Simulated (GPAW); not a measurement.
# KBr (Pm-3m) in GPAW: a series of runs

Aim: see how the results for KBr move with the level of theory and the settings. Levels: PBE+D3M(BJ), BP86+D3(BJ). Tasks: relaxation of cell and atoms, single point.

Everything below comes from runs of GPAW 26.7.0. Logs are shortened: lines on timing, memory, paths and dates and some standing lists are left out, and cuts for length are marked. The log counts tension as positive stress, the text compression.

**1. Starting point**

It takes space group Pm-3m (No. 221, cubic). Conventional cell: a = 4.043 Å, b = 4.043 Å, c = 4.043 Å, α = 90.00°, β = 90.00°, γ = 90.00°. Br (site symmetry m-3m) has 8 K at 3.50 Å as nearest neighbours. K (site symmetry m-3m) has 8 Br at 3.50 Å as nearest neighbours.

Measurements of this composition are mostly on another form, of space group No. 225.

**2. Relaxation of cell and atoms, PBE+D3M(BJ), collinear spin, ferromagnetic start**

The input, run.py:

```python
from ase.calculators.mixing import SumCalculator
from ase.filters import FrechetCellFilter
from ase.io import read, write
from ase.optimize import BFGS
from dftd3.ase import DFTD3
from gpaw import GPAW, PW, setup_paths

setup_paths.insert(0, '.')

atoms = read('KBr.xyz')
atoms.set_initial_magnetic_moments([0.5, 0.0])

calc = GPAW(mode=PW(600),
            xc='PBE',
            kpts={'size': (6, 6, 6), 'gamma': True},
            occupations={'name': 'fermi-dirac', 'width': 0.05},
            nbands=16,
            convergence={'density': 1e-06, 'energy': 1e-06, 'eigenstates': 1e-10},
            maxiter=150,
            txt='gpaw.txt')
atoms.calc = SumCalculator([calc, DFTD3(method='pbe', damping='d3bjm')])
opt = BFGS(FrechetCellFilter(atoms), trajectory='relax.traj', logfile='-')
done = opt.run(fmax=0.01, steps=60)
calc.write('gs.gpw')
write('result.traj', atoms)
print('Converged:', done)
print('Cell:', atoms.cell.cellpar().round(4))
print('Volume:', round(atoms.get_volume(), 4))
print(atoms.get_scaled_positions().round(5))
```

The input, KBr.xyz:

```xyz
2
Lattice="4.0434990000 0.0000000000 0.0000000000 0.0000000000 4.0434990000 0.0000000000 0.0000000000 0.0000000000 4.0434990000" Properties=species:S:1:pos:R:3 pbc="T T T"
Br     2.0217495000      2.0217495000      2.0217495000
K      0.0000000000      0.0000000000      0.0000000000
```

Potentials or basis: PAW data sets generated in the run's folder for this functional, pw.

Run with:

```console
$ gpaw-setup -f PBE Br K
$ OMP_NUM_THREADS=1 python run.py
```

gpaw.txt:

```text
__  _  _
 | _ |_)|_||  |
 |__||  | ||/\| - 26.7.0

Input parameters:
  mode=PW(ecut=600.0),
  convergence={'density': 1e-06, 'energy': 1e-06, 'eigenstates': 1e-10},
  kpts=MonkhorstPack(size=(6, 6, 6), gamma=True),
  maxiter=150,
  nbands=16,
  occupations=Occupations(name='fermi-dirac', width=0.05),
  xc=XC(name='PBE')

Diagonalizing LCAO Hamiltonian
Converting LCAO to pw mode
   .---------.
  /|         |
 * |         |
 | |         |
 | |   Br    |
 | .---------.
 |/         /
 K---------*

Atoms  # Å, Bohr magnetons
|   | symbol |        x |        y |        z |    initial magnetic moments |
|---|--------|----------|----------|----------|-----------------------------|
| 0 |     Br | 2.021749 | 2.021749 | 2.021749 | ( 0.0000,  0.0000,  0.5000) |
| 1 |      K | 0.000000 | 0.000000 | 0.000000 | ( 0.0000,  0.0000,  0.0000) |

Unit cell  # Å
| periodic |        x |        y |        z |  lengths |    angles |
|----------|----------|----------|----------|----------|-----------|
|      yes | 4.043499 | 0.000000 | 0.000000 | 4.043499 | 90.000000 |
|      yes | 0.000000 | 4.043499 | 0.000000 | 4.043499 | 90.000000 |
|      yes | 0.000000 | 0.000000 | 4.043499 | 4.043499 | 90.000000 |

Number of symmetries: 48
Symmetry operations  # r_c * U_cc + t_c -> r_c
|    | kind |            matrix            |
|----|------|------------------------------|
|  0 |  E   |  1, 0, 0,  0, 1, 0,  0, 0, 1 |
|  1 |  σ   |  1, 0, 0,  0, 1, 0,  0, 0,-1 |
|  2 |  σ   |  1, 0, 0,  0, 0, 1,  0, 1, 0 |
|  3 |  C4  |  1, 0, 0,  0, 0, 1,  0,-1, 0 |
|  4 |  C4  |  1, 0, 0,  0, 0,-1,  0, 1, 0 |
|  5 |  σ   |  1, 0, 0,  0, 0,-1,  0,-1, 0 |
|  6 |  σ   |  1, 0, 0,  0,-1, 0,  0, 0, 1 |
|  7 |  C2  |  1, 0, 0,  0,-1, 0,  0, 0,-1 |
|  8 |  σ   |  0, 1, 0,  1, 0, 0,  0, 0, 1 |
[... 226 lines left out ...]
Gap: 3.870 eV
Transition (v -> c):
  (s=1, k=16, n=7, [0.50, 0.50, 0.00]) -> (s=0, k=0, n=8, [0.00, 0.00, 0.00])
Direct/indirect transitions are different
Direct gap: 4.131 eV
Transition at: (s=1->0, k=0, n=7, [0.00, 0.00, 0.00])

Stress tensor  # eV/Ang^3
|        x |        y |        z |
|----------|----------|----------|
| 0.000420 | 0.000000 | 0.000000 |
| 0.000000 | 0.000420 | 0.000000 |
| 0.000000 | 0.000000 | 0.000420 |

Forces  # eV/Ang
|       x |       y |       z |
|---------|---------|---------|
| 0.00000 | 0.00000 | 0.00000 |  # Br   0
| 0.00000 | 0.00000 | 0.00000 |  # K    1

Interpolating wave functions to new cell

              Br
[... 470 lines left out ...]
SCF iterations
|iter     | |      energy | eigst |  dens |  magmom |
[... 23 lines left out ...]
  Spinorbit:         0.000000
  ----------------------------
  Free energy:      -5.794758
  Extrapolated:     -5.794758
[... 32 lines left out ...]
Gap: 5.102 eV
Transition (v -> c):
  (s=1, k=16, n=7, [0.50, 0.50, 0.00]) -> (s=0, k=16, n=8, [0.50, 0.50, 0.00])
No difference between direct/indirect transitions

Stress tensor  # eV/Ang^3
|         x |         y |         z |
|-----------|-----------|-----------|
| -0.067105 |  0.000000 |  0.000000 |
|  0.000000 | -0.067105 |  0.000000 |
|  0.000000 |  0.000000 | -0.067105 |
[... 11 lines left out ...]
       K

Atoms  # Å, Bohr magnetons
|   | symbol |         x |        y |        z |    initial magnetic moments |
|---|--------|-----------|----------|----------|-----------------------------|
| 0 |     Br |  1.842335 | 1.842335 | 1.842335 | ( 0.0000,  0.0000,  0.0000) |
| 1 |      K | -0.000000 | 0.000000 | 0.000000 | ( 0.0000,  0.0000, -0.0000) |

Unit cell  # Å
| periodic |         x |         y |         z |  lengths |    angles |
|----------|-----------|-----------|-----------|----------|-----------|
|      yes |  3.684670 | -0.000000 | -0.000000 | 3.684670 | 90.000000 |
|      yes | -0.000000 |  3.684670 |  0.000000 | 3.684670 | 90.000000 |
|      yes | -0.000000 |  0.000000 |  3.684670 | 3.684670 | 90.000000 |
[... 245 lines left out ...]
Stress tensor  # eV/Ang^3
|         x |         y |         z |
|-----------|-----------|-----------|
| -0.052138 |  0.000000 |  0.000000 |
|  0.000000 | -0.052138 |  0.000000 |
|  0.000000 |  0.000000 | -0.052138 |

Forces  # eV/Ang
|       x |        y |        z |
|---------|----------|----------|
| 0.00000 | -0.00000 |  0.00000 |  # Br   0
| 0.00000 | -0.00000 | -0.00000 |  # K    1

Interpolating wave functions to new cell

             Br

       K

Atoms  # Å, Bohr magnetons
|   | symbol |         x |         y |        z |    initial magnetic moments |
|---|--------|-----------|-----------|----------|-----------------------------|
| 0 |     Br |  1.833739 |  1.833739 | 1.833739 | ( 0.0000,  0.0000,  0.0000) |
| 1 |      K | -0.000000 | -0.000000 | 0.000000 | ( 0.0000,  0.0000, -0.0000) |

Unit cell  # Å
| periodic |         x |        y |        z |  lengths |    angles |
|----------|-----------|----------|----------|----------|-----------|
|      yes |  3.667477 | 0.000000 | 0.000000 | 3.667477 | 90.000000 |
|      yes | -0.000000 | 3.667477 | 0.000000 | 3.667477 | 90.000000 |
|      yes | -0.000000 | 0.000000 | 3.667477 | 3.667477 | 90.000000 |

Number of symmetries: 48
Symmetry operations  # r_c * U_cc + t_c -> r_c
|    | kind |            matrix            |
|----|------|------------------------------|
|  0 |  E   |  1, 0, 0,  0, 1, 0,  0, 0, 1 |
|  1 |  σ   |  1, 0, 0,  0, 1, 0,  0, 0,-1 |
|  2 |  σ   |  1, 0, 0,  0, 0, 1,  0, 1, 0 |
|  3 |  C4  |  1, 0, 0,  0, 0, 1,  0,-1, 0 |
|  4 |  C4  |  1, 0, 0,  0, 0,-1,  0, 1, 0 |
|  5 |  σ   |  1, 0, 0,  0, 0,-1,  0,-1, 0 |
|  6 |  σ   |  1, 0, 0,  0,-1, 0,  0, 0, 1 |
|  7 |  C2  |  1, 0, 0,  0,-1, 0,  0, 0,-1 |
|  8 |  σ   |  0, 1, 0,  1, 0, 0,  0, 0, 1 |
[... 165 lines left out ...]
SCF iterations
|iter     | |      energy | eigst |  dens |  magmom |
|---------|-|-------------|-------|-------|---------|
|iter:   1| |   -5.900382 | -1.80 |       |  -0.0000|
|iter:   2| |   -5.897630 | -4.40 | -1.85 |  -0.0000|
|iter:   3| |   -5.883785 | -3.13 | -1.89 |  +0.0000|
|iter:   4| |   -5.883796 | -4.62 | -2.87 |  +0.0000|
|iter:   5| |   -5.883847 | -6.23 | -3.26 |  +0.0000|
|iter:   6| |   -5.883848 | -7.69 | -4.10 |  -0.0000|
|iter:   7| |   -5.883848c| -9.65 | -5.02 |  -0.0000|
|iter:   8| |   -5.883848c|-10.75c| -5.46 |  +0.0000|
|iter:   9| |   -5.883848c|-11.73c| -6.66c|  +0.0000|

Converged in 9 steps
Energy contributions relative to reference atoms: (reference = -87284.502207)

Energy contributions:
  Kinetic:          13.812834
  Coulomb:         -10.641444
  Zero:             -0.695320
  External:          0.000000
  Xc:               -8.359917
  Entropy:          -0.000000
  Spinorbit:         0.000000
  ----------------------------
  Free energy:      -5.883848
  Extrapolated:     -5.883848
[... 39 lines left out ...]
Stress tensor  # eV/Ang^3
|         x |         y |         z |
|-----------|-----------|-----------|
| -0.056680 |  0.000000 | -0.000000 |
|  0.000000 | -0.056680 |  0.000000 |
| -0.000000 |  0.000000 | -0.056680 |

Forces  # eV/Ang
|       x |        y |        z |
|---------|----------|----------|
| 0.00000 | -0.00000 | -0.00000 |  # Br   0
| 0.00000 |  0.00000 |  0.00000 |  # K    1

# Writing to gs.gpw (mode='')
```

Run time: 83 s. Hardware: 1 thread of Arm Neoverse V2, shared host; peak memory 0.23 GiB.

What came out:

```
Free energy                            : -7.8033 eV
Relaxed volume                         : 24.66 Å³/atom
Relaxed cell                           : a = 3.667 Å, b = 3.667 Å, c = 3.667 Å, α = 90.00°, β = 90.00°, γ = 90.00°
Space group after relaxing (to 0.05 Å) : Pm-3m (No. 221)
Energy gained by relaxing              : 179.9 meV/atom
Ionic steps                            : 5
Pressure after relaxing                : 0.0 GPa
Band gap on the k mesh                 : 5.04 eV, indirect (least direct gap 5.13 eV)
Net moment                             : 0.00 μB per cell
Dispersion energy per atom             : -0.960 eV
```

Step by step:
```
step  energy change (eV)  largest force (eV/Å)  pressure (GPa)  volume (Å³)
   1              0.0000                0.0000           -5.08        66.11
   2             -0.0459                0.0000           -4.97        64.64
   3             -0.3548                0.0000            1.14        47.89
   4             -0.3587                0.0000           -0.52        50.03
   5             -0.3598                0.0000           -0.02        49.33
```

Final structure:
```yaml
crystal:
  lattice:
    - [3.66748, 0.00000, 0.00000]
    - [0.00000, 3.66748, 0.00000]
    - [0.00000, 0.00000, 3.66748]
  atoms:
    - { symbol: Br, position: [0.50000, 0.50000, 0.50000] }
    - { symbol: K, position: [0.00000, 0.00000, 0.00000] }
```

Caveat: each step starts from the last one's moments, so a moment once lost doesn't come back; later steps reuse the first step's grids; the volume moved by over 15 % at a fixed basis, so the end points are rough.

**3. Single point, BP86+D3(BJ)**

The input, run.py:

```python
from ase.calculators.mixing import SumCalculator
from ase.dft.bandgap import bandgap
from ase.io import write
from ase.spacegroup import crystal
from dftd3.ase import DFTD3
from gpaw import GPAW, setup_paths

setup_paths.insert(0, '.')

# Br 1b
# K 1a
atoms = crystal(['Br', 'K'],
                basis=[[0.5, 0.5, 0.5],
                       [0.0, 0.0, 0.0]],
                spacegroup=221, setting=1,  # Pm-3m
                cellpar=[4.043499, 4.043499, 4.043499, 90.0, 90.0, 90.0],
                primitive_cell=True)

calc = GPAW(mode='fd',
            h=0.14,
            xc='GGA_X_B88+GGA_C_P86',
            kpts={'size': (7, 7, 7), 'gamma': True},
            occupations={'name': 'fermi-dirac', 'width': 0.05},
            nbands=16,
            convergence={'density': 1e-05, 'energy': 1e-05},
            maxiter=150,
            txt='gpaw.txt')
atoms.calc = SumCalculator([calc, DFTD3(method='bp', damping='d3bj')])
energy = atoms.get_potential_energy()
forces = atoms.get_forces()
calc.write('gs.gpw')
write('result.traj', atoms)
print(f'Energy: {energy:.6f} eV')
print('Forces (eV/A):')
print(forces.round(4))
print('Fermi level:', round(calc.get_fermi_level(), 4), 'eV')
print(f'Gap: {bandgap(calc)[0]:.4f} eV, direct: {bandgap(calc, direct=True)[0]:.4f} eV')
```

Potentials or basis: PAW data sets generated in the run's folder for this functional, fd.

Run with:

```console
$ gpaw-setup -f GGA_X_B88+GGA_C_P86 Br K
$ OMP_NUM_THREADS=1 python run.py
```

gpaw.txt:

```text
__  _  _
 | _ |_)|_||  |
 |__||  | ||/\| - 26.7.0

Input parameters:
  mode=FD(),
  convergence={'density': 1e-05, 'energy': 1e-05},
  h=0.14,
  kpts=MonkhorstPack(size=(7, 7, 7), gamma=True),
  maxiter=150,
  nbands=16,
  occupations=Occupations(name='fermi-dirac', width=0.05),
  xc=XC(name='GGA_X_B88+GGA_C_P86')

Diagonalizing LCAO Hamiltonian
Converting LCAO to fd mode
   .---------.
  /|         |
 * |         |
 | |         |
 | |   Br    |
 | .---------.
 |/         /
 K---------*

Atoms  # Å, Bohr magnetons
|   | symbol |        x |        y |        z |    initial magnetic moments |
|---|--------|----------|----------|----------|-----------------------------|
| 0 |     Br | 2.021749 | 2.021749 | 2.021749 | ( 0.0000,  0.0000,  0.0000) |
| 1 |      K | 0.000000 | 0.000000 | 0.000000 | ( 0.0000,  0.0000,  0.0000) |

Unit cell  # Å
| periodic |        x |        y |        z |  lengths |    angles |
|----------|----------|----------|----------|----------|-----------|
|      yes | 4.043499 | 0.000000 | 0.000000 | 4.043499 | 90.000000 |
|      yes | 0.000000 | 4.043499 | 0.000000 | 4.043499 | 90.000000 |
|      yes | 0.000000 | 0.000000 | 4.043499 | 4.043499 | 90.000000 |

Number of symmetries: 48
Symmetry operations  # r_c * U_cc + t_c -> r_c
|    | kind |            matrix            |
|----|------|------------------------------|
|  0 |  E   |  1, 0, 0,  0, 1, 0,  0, 0, 1 |
|  1 |  σ   |  1, 0, 0,  0, 1, 0,  0, 0,-1 |
|  2 |  σ   |  1, 0, 0,  0, 0, 1,  0, 1, 0 |
[... 164 lines left out ...]
interpolation: tri-quintic # 5. degree polynomial

convergence criteria:
- Maximum integral of absolute [dens]ity change: 1e-05 electrons / valence electron
- Maximum [total energy] change in last 3 cyles: 1e-05 eV / valence electron
- Maximum integral of absolute [eigenst]ate change: 4e-08 eV^2 / valence electron
maximum number of iterations: 150

SCF iterations
|iter     | |      energy | eigst |  dens |
|---------|-|-------------|-------|-------|
|iter:   1| |   -6.284961 | +0.41 |       |
|iter:   2| |   -6.263300 | -0.60 | -1.32 |
|iter:   3| |   -6.103231 | -0.82 | -1.36 |
|iter:   4| |   -6.103477 | -1.55 | -1.77 |
|iter:   5| |   -6.104696 | -2.40 | -2.20 |
|iter:   6| |   -6.104769 | -3.23 | -3.14 |
|iter:   7| |   -6.104802c| -3.91 | -3.56 |
|iter:   8| |   -6.104804c| -4.55 | -4.26 |
|iter:   9| |   -6.104804c| -5.17 | -4.67 |
|iter:  10| |   -6.104804c| -5.77 | -5.20c|
|iter:  11| |   -6.104805c| -6.37 | -5.51c|
|iter:  12| |   -6.104805c| -6.96 | -5.97c|
|iter:  13| |   -6.104805c| -7.47c| -6.23c|

Converged in 13 steps
Energy contributions relative to reference atoms: (reference = -87310.425938)

Energy contributions:
  Kinetic:           3.443655
  Coulomb:          -2.843660
  Zero:             -0.655850
  External:          0.000000
  Xc:               -6.048950
  Entropy:          -0.000000
  Spinorbit:         0.000000
  ----------------------------
  Free energy:      -6.104805
  Extrapolated:     -6.104805

dipole moment: (-14.708214, -14.708214, -14.708214)  # |e|*Ang

Fermi level: 2.356
Eigenvalues  # (at kpt = [0.000, 0.000, 0.000])
| band index |      eig [eV] | occ [0-2] |
|------------|---------------|-----------|
|          0 |       -27.831 |     2.000 |
|          1 |       -11.991 |     2.000 |
|          2 |       -11.302 |     2.000 |
|          3 |       -11.302 |     2.000 |
|          4 |       -11.302 |     2.000 |
|          5 |         0.539 |     2.000 |
[... 8 lines left out ...]
|         14 |        15.067 |     0.000 |
|         15 |        15.067 |     0.000 |

Gap: 3.898 eV
Transition (v -> c):
  (s=0, k=16, n=7, [0.43, 0.43, 0.00]) -> (s=0, k=0, n=8, [0.00, 0.00, 0.00])
Direct/indirect transitions are different
Direct gap: 4.134 eV
Transition at: (s=0, k=0, n=7, [0.00, 0.00, 0.00])

Forces  # eV/Ang
|        x |        y |        z |
|----------|----------|----------|
| -0.00000 | -0.00000 | -0.00000 |  # Br   0
|  0.00000 |  0.00000 |  0.00000 |  # K    1

# Writing to gs.gpw (mode='')
```

It took 46 s on 1 thread of Arm Neoverse V2, shared host; peak memory 0.35 GiB.

What came out:

```yaml
Free_energy: -7.2253 eV
Band_gap_on_the_k_mesh: 3.90 eV, indirect (least direct gap 4.13 eV)
Dispersion_energy_per_atom: -0.560 eV
```

Levels at points of the mesh, in eV from the valence-band top:
```tsv
k point	band 6	band 7	band 8	band 9	band 10	band 11
(0.00, 0.00, 0.00)	-0.24	-0.24	-0.24	3.90	5.91	5.91
```

Caveat: the real-space grid adds noise to forces; an odd mesh through Γ misses points on the zone boundary, where band edges often lie.
